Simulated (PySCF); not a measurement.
**Löwdin shares of the frontier orbitals**

Propionic acid, C3H6O2.
Z-matrix (Å and degrees, GFN2-xTB geometry), rows numbered from 1:
```
C 
C   1  1.5218
C   2  1.5072  1  112.01
O   3  1.1999  2  126.35  1    -0.11
O   3  1.3432  2  111.36  1   179.82
H   1  1.0867  2  110.38  3   179.79
H   1  1.0868  2  110.27  3   -59.74
H   1  1.0867  2  110.26  3    59.38
H   2  1.0922  1  111.14  3  -120.32
H   2  1.0923  1  111.16  3   120.36
H   5  0.9701  3  110.29  2  -179.95
```

Computed with PySCF 2.14.0, density-fitted response routines, TDDFT CAM-B3LYP/def2-SVPD, vertical, gas phase, core orbitals frozen in the response.

Kohn–Sham orbitals with the atoms that hold most of them (Löwdin shares over 4%, at most four atoms; ? is withheld):

| orbital | ε (eV) | atoms |
| --- | --- | --- |
| HOMO-3 | -11.97 | C1 31%, H6 14%, C2 12%, O4 9% |
| HOMO-2 | -11.55 | C1 28%, C2 23%, H7 11%, H8 11% |
| HOMO-1 | -10.95 | ? |
| HOMO | -9.72 | ? |
| LUMO | 1.04 | O5 28%, C3 20%, H11 14%, C2 10% |
| LUMO+1 | 1.28 | C3 37%, O4 29%, O5 12%, C2 10% |
| LUMO+2 | 1.61 | C1 21%, O5 18%, H6 12%, H11 10% |

(1) Give the leading atoms of the HOMO-1.

(2) Give the leading atoms of the HOMO.

(3) The HOMO–LUMO gap is 10.76 eV. Where does the response calculation put the lowest singlet, and from which orbitals?

(4) Give energy, strength and leading configuration of S1, S2 and S4, and follow the Löwdin shares of the leading atoms from the occupied to the empty orbital.

Answers

(1) O5 (bonded to C and H) 42%; O4 (bonded to C) 42%; C3 (bonded to C and 2 O) 12%. By element: oxygen 84%, carbon 12% or more.

(2) O4 (bonded to C) 66%; O5 (bonded to C and H) 11%; C2 (bonded to 2 C and 2 H) 9%; C3 (bonded to C and 2 O) 9%. By element: oxygen 78%, carbon 18% or more.

(3) S1 is at 5.97 eV (f = 0.0002), 4.79 eV below the gap, made of HOMO→LUMO+1 (94%). Its leading pair isn't HOMO and LUMO; the energies of that pair differ by 10.99 eV. 

(4) 
- S1 (5.97 eV, f 0.0002), HOMO→LUMO+1 (94%): O4 66% → 29%, O5 11% → 12%, C3 9% → 37%; low, almost dark, from the terminal oxygen into the C=O bond, the pattern of n→π*
- S2 (7.59 eV, f 0.054), HOMO→LUMO (90%): O4 66% → at most 10%, O5 11% → 28%, C3 9% → 20%
- S4 (8.47 eV, f 0.0032), HOMO-1→LUMO (85%): O5 42% → 28%, O4 42% → at most 10%, C3 12% → 20%

Löwdin shares depend on the basis, the more so with diffuse functions.

One conformer stands for the species.
